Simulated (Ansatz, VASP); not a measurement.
# MgB2 in VASP and in Ansatz

File INCAR:

```
SYSTEM = MgB2
  PREC = Accurate
  ENCUT = 520
  EDIFF = 1E-6
  ISMEAR = 0
  SIGMA = 0.020999999999999998
  LREAL = .FALSE.
  LASPH = .TRUE.
  NELM = 60
  ALGO = Normal
  ISIF = 2
  LWAVE = .FALSE.
  LCHARG = .FALSE.
  GGA = PE
  NBANDS = 11
```

KPOINTS

```
Automatic mesh
0
G
  10 10 8
  0 0 0
```

Contents of POSCAR:

```
MgB2
1.0
    3.0850000000      0.0000000000      0.0000000000
   -1.5425000000      2.6716883707      0.0000000000
    0.0000000000      0.0000000000      3.5230000000
Mg B
1 2
Direct
    0.0000000000      0.0000000000      0.0000000000
    0.6666666667      0.3333333333      0.5000000000
    0.3333333333      0.6666666667      0.5000000000
```

File input.yaml:

```yaml
crystal:
  lattice:
    - [3.085, 0.0, 0.0]
    - [-1.5425, 2.6716883707, 0.0]
    - [0.0, 0.0, 3.523]
  atoms:
    - { symbol: Mg, position: [0.0, 0.0, 0.0] }
    - { symbol: B, position: [0.6666666667, 0.3333333333, 0.5] }
    - { symbol: B, position: [0.3333333333, 0.6666666667, 0.5] }
hamiltonian:
  xc: pbe
  pseudopotentials: { kind: paw }
kpoints:
  mp_grid: { grid: [10, 10, 8] }
scf:
  occupations: { method: gaussian, width: 0.021 }
output:
  forces: true
  stress: true
  eigenvalues: true
  write_density: true
  write_potential: true
  elf: true
  volumetric_format: npy
```

Alike in both runs: task single point; functional PBE; k mesh 10 × 10 × 8; occupations gaussian, width 0.021 eV; no spin polarisation.

```csv
,VASP,Ansatz
version,VASP 6.6.1,Ansatz 0.2.0
potentials or method,"VASP PAW PBE potentials, release 64 (Mg, B)",Ansatz PAW
plane-wave cutoff (eV),520,420
valence electrons in the cell,8,16
```

|  | VASP | Ansatz | Ansatz less VASP |
| --- | --- | --- | --- |
| gap on the k mesh at the Fermi level (eV) | none | none | - |
| pressure (GPa) | -1.1 | -0.9 | +0.26 |
| largest component of the traceless stress (GPa) | 0.62 | 0.51 | -0.112 |

A gap of «none» marks a metal or a gap that the smearing closes. The functional is the same, so the differences come from potentials, cutoffs and numerics. The two sets of potentials don't hold the same shells in valence.
